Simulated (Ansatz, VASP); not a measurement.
# NaH: VASP beside Ansatz

```xyz
4
Lattice="3.9315 0.0000 0.0000 -1.9658 3.4048 0.0000 0.0000 0.0000 4.8248" Properties=species:S:1:pos:R:3 pbc="T T T"
Na    0.0000    2.2699   -0.3016
Na    1.9658    1.1349    2.1108
H     0.0000    2.2699    2.1109
H     1.9658    1.1349    4.5233
```

Alike in both runs: task single point; functional PBE; k mesh 6 × 6 × 4; no spin polarisation.

|  | VASP | Ansatz |
| --- | --- | --- |
| version | VASP 6.6.1 | Ansatz 0.2.0 |
| potentials or method | VASP PAW PBE potentials, release 64 (Na_pv, H) | plane waves, PAW |
| plane-wave cutoff (eV) | 520 | 420 |
| occupations | gaussian, width 0.01 eV | fixed |
| valence electrons in the cell | 16 | 20 |

```tsv
	VASP	Ansatz	Ansatz less VASP
gap on the k mesh at the Fermi level (eV)	3.35	3.35	-0.001
pressure (GPa)	0.6	0.6	+0.03
```

The two sets of potentials don't hold the same shells in valence.

A k mesh can miss the band edges. Expect the measured gap to be larger: semilocal functionals such as PBE lack the derivative discontinuity.
